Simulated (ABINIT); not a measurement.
Set up this calculation in ABINIT 10.8.3 (patched build), as the native input.

* Task: equation of state
* Functional: LDA
* Potentials or basis: JTH PAW LDA v2.0
* Cutoff: 408 eV
* k mesh: 10 × 10 × 8
* Occupations: fermi-dirac, width 0.05 eV
* Spin: no spin polarisation
* Fine-grid cutoff: 816.342 eV

Crystal: TiB2.

```
CELL_PARAMETERS angstrom
3.02920 0.00000 0.00000
-1.51460 2.62336 0.00000
0.00000 0.00000 3.22840
ATOMIC_POSITIONS crystal
Ti 0.00000 0.00000 0.00000
B 0.66667 0.33333 0.50000
B 0.33333 0.66667 0.50000
```

One way to write it, as run:

run.abi

```
# Datasets: one volume each
ndtset 7
getwfk -1
scalecart1 3*0.9795861087
scalecart2 3*0.9864848297
scalecart3 3*0.9932883884
scalecart4 3*1.0000000000
scalecart5 3*1.0066227096
scalecart6 3*1.0131594038
scalecart7 3*1.0196128224

# Pseudopotentials
pp_dirpath "./"
pseudos "Ti.LDA_PW-JTH.xml, B.LDA_PW-JTH.xml"

# Structure
acell 3*1.0
rprim
     5.7243583767     0.0000000000     0.0000000000
    -2.8621791884     4.9574397745     0.0000000000
     0.0000000000     0.0000000000     6.1007918207
ntypat 2
znucl 22 5
natom 3
typat 1 2 2
xred
     0.0000000000     0.0000000000     0.0000000000
     0.6666666667     0.3333333333     0.5000000000
     0.3333333333     0.6666666667     0.5000000000

# Plane-wave basis
ecut 15.0
pawecutdg 30.0
pawovlp 30

# k points
kptopt 1
ngkpt 10 10 8
nshiftk 1
shiftk 0.0 0.0 0.0

# Exchange and correlation
ixc 7

# Bands and occupations
nband 13
occopt 3
tsmear 0.05 eV

# SCF cycle
nstep 100
tolvrs 1.0e-9

# Output
iomode 3
prtwf 1
prtden 0
prteig 0
prtebands 0
```

Potentials or basis: JTH PAW LDA v2.0.

Command:

```console
$ abinit run.abi > log 2>&1
```

It gave:

The equilibrium volume is 8.21 Å³/atom and the bulk modulus at fixed shape and positions is 280 GPa. The pressure derivative of the bulk modulus is 3.9.

Caveat: pressures at fixed basis lie under the slope of the energies; the cell was scaled at fixed shape and fractional positions, which overstates the stiffness of a crystal with free parameters, most of all of layers and chains; the atomic spheres overlap.

Wall time 85 s on 1 thread of Arm Neoverse V1 (shared host), peak memory 0.12 GiB.
